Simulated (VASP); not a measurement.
Here is a VASP 6.6.1 calculation.

The input INCAR:

```
SYSTEM = CuO
PREC = Accurate ; ENCUT = 600
EDIFF = 1E-6 ; ISMEAR = 0
SIGMA = 0.05 ; LREAL = .False.
LASPH = .True. ; NELM = 60
ALGO = Normal ; ISIF = 3
LWAVE = .False. ; LCHARG = .False.
METAGGA = MS2 ; LMIXTAU = .True.
IBRION = 2 ; NSW = 40
EDIFFG = -0.01
```

Contents of KPOINTS:

```
Automatic mesh
0
Gamma
  9 9 5
  0 0 0
```

The input POSCAR:

```
CuO
1.0
    3.2880244300      0.0000000000      0.0000000000
   -1.6440122100      2.8475126800      0.0000000000
    0.0000000000      0.0000000000      5.3850248600
Cu O
2 2
Direct
    0.6666666667      0.3333333333      0.0000000000
    0.3333333333      0.6666666667      0.5000000000
    0.6666666667      0.3333333333      0.6252000000
    0.3333333333      0.6666666667      0.1252000000
```

Potentials or basis: VASP PAW PBE potentials, release 64 (Cu, O).

Run with:

```bash
$ cat potpaw_PBE.64/Cu/POTCAR potpaw_PBE.64/O/POTCAR > POTCAR
$ mpirun -np 1 vasp_std > vasp.out
```

Problem. What does it give for the space group after relaxing (to 0.05 Å)?

Solution. P6_3mc (No. 186).

Problem. Estimate the band gap on the k mesh.

Solution. None (metal or under the smearing width).

Problem. What does it give for the relaxed volume?

Solution. 11.04 Å³/atom.

Final structure:
```cif
data_structure
_symmetry_space_group_name_H-M 'P 1'
_symmetry_Int_Tables_number 1
_cell_length_a 3.0685
_cell_length_b 3.0685
_cell_length_c 5.4154
_cell_angle_alpha 90.000
_cell_angle_beta 90.000
_cell_angle_gamma 120.000
_cell_volume 44.16
loop_
_atom_site_label
_atom_site_type_symbol
_atom_site_fract_x
_atom_site_fract_y
_atom_site_fract_z
_atom_site_occupancy
Cu1 Cu 0.66667 0.33333 0.98837 1
Cu2 Cu 0.33333 0.66667 0.48837 1
O1 O 0.66667 0.33333 0.63683 1
O2 O 0.33333 0.66667 0.13683 1
```

Caveat: the PAW data sets were made with another functional, which shifts forces and pressure a little; the run has no spin polarisation, though such a crystal can be magnetic; semilocal functionals often make such compounds metallic where correlation or magnetic order opens a gap, which also shifts bond lengths.
